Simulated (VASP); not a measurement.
Wanted: the native input for a VASP 6.6.1 run.

- Task: relaxation of cell and atoms
- Functional: PBE
- Potentials or basis: VASP PAW PBE potentials, release 64 (Zr_sv, O)
- Cutoff: 600 eV
- k mesh: 6 × 6 × 6
- Occupations: gaussian, width 0.02 eV
- Spin: no spin polarisation
- Dipole correction: no
- Further INCAR settings: ALGO = Normal; EDIFF = 1e-06; IBRION = 2; EDIFFG = -0.002; NSW = 100; ISIF = 3

The structure of ZrO2 (nc) lies in POSCAR:

```
ZrO2
1.0
    3.5961000000      0.0000000000      0.0000000000
    0.0000000000      3.5961000000      0.0000000000
    0.0000000000      0.0000000000      5.1770000000
Zr O
2 4
Direct
    0.0000000000      0.0000000000      0.0000000000
    0.5000000000      0.5000000000      0.5000000000
    0.0000000000      0.5000000000      0.2030000000
    0.0000000000      0.5000000000      0.7030000000
    0.5000000000      0.0000000000      0.2970000000
    0.5000000000      0.0000000000      0.7970000000
```

One way to write it, as run:

INCAR

```
SYSTEM = ZrO2
ALGO     = Normal         ! electronic algorithm
EDIFF    = 1E-6           ! SCF threshold, eV
EDIFFG   = -0.002         ! ionic threshold
ENCUT    = 600            ! plane-wave cutoff, eV
GGA      = PE             ! functional
IBRION   = 2              ! ionic algorithm
ISIF     = 3              ! what is computed and relaxed
ISMEAR   = 0              ! smearing method
LASPH    = .True.         ! aspherical terms in the spheres
LCHARG   = .False.        ! write CHGCAR
LREAL    = .False.        ! projectors in reciprocal space
LWAVE    = .False.        ! write WAVECAR
NELM     = 100            ! most SCF steps
NSW      = 100            ! ionic steps
PREC     = Accurate       ! precision mode
SIGMA    = 0.02           ! smearing width, eV
```

KPOINTS

```
k-points
0
Gamma
  6 6 6
  0 0 0
```

Potentials or basis: VASP PAW PBE potentials, release 64 (Zr_sv, O).

Launch:

```console
$ cat potpaw_PBE.64/Zr_sv/POTCAR potpaw_PBE.64/O/POTCAR > POTCAR
$ mpirun -np 1 vasp_std > vasp.out
```

It gave:

```yaml
Relaxed_volume: 11.53 Å³/atom
Relaxed_cell: a = 3.621 Å, b = 3.621 Å, c = 5.277 Å, α = 90.00°, β = 90.00°, γ = 90.00°
Space_group_after_relaxing_to_0.05_Å: P4_2/nmc (No. 137)
Energy_gained_by_relaxing: 6.7 meV/atom
Ionic_steps: 16
Pressure_after_relaxing: 0.0 GPa
Band_gap_on_the_k_mesh: 4.04 eV, indirect (least direct gap 4.12 eV)
```

It took 4.1 min on 1 thread of Intel(R) Xeon(R) 6975P-C (Granite Rapids), with other jobs on the host, peak memory 0.24 GiB.
